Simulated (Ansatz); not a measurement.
# Al₂O₃: pressure against volume

Al₂O₃, R-3c, a = 4.809 Å, c = 13.123 Å. Ansatz: PBE, PAW, 420 eV, Γ-centred 6×6×6 mesh on 10 atoms, Gaussian smearing 0.02 eV; no spin polarisation. Shape and atoms are relaxed at each volume; pressure is positive in compression.

| V (Å³/atom) | P (GPa) |
| --- | --- |
| 7.709 | ? |
| 7.972 | 26.21 |
| 8.235 | 16.13 |
| 8.497 | 7.47 |
| 8.760 | 0.02 |
| 9.023 | -6.39 |
| 9.286 | -11.90 |
| 9.636 | -18.07 |

Question: Take V0 = 8.760 Å³/atom, count pressures from its P0 = 0.02 GPa, fit the third-order Birch–Murnaghan form to the other rows, and predict the missing pressure.

Answer: With the Eulerian strain f = ½[(V0/V)^(2/3) − 1] and y = (P − P0)/[3f(1 + 2f)^(5/2)], the form is the line y = B0 + 1.5 B0 (B0′ − 4) f. Rows (f, y): 0.03243, 230.1; 0.02103, 230.4; 0.01026, 230.1; -0.00976, 230.0; -0.01906, 229.7; -0.03078, 229.6. Means f = 0.0006867, y = 229.98; Σ(Δf)² = 0.003002, ΣΔfΔy = 0.03078; the slope is their ratio. y = 230.0 + 10.25 f GPa, so B0 = 230.0 GPa and B0′ = 4 + 2 × (10.25)/(3 × 230.0) = 4.03. At V = 7.709, f = 0.04447, y = 230.46 and P = 38.06 GPa. The run gave 37.95 GPa, so the fit is 0.11 GPa too high, a small miss on the scale of the series.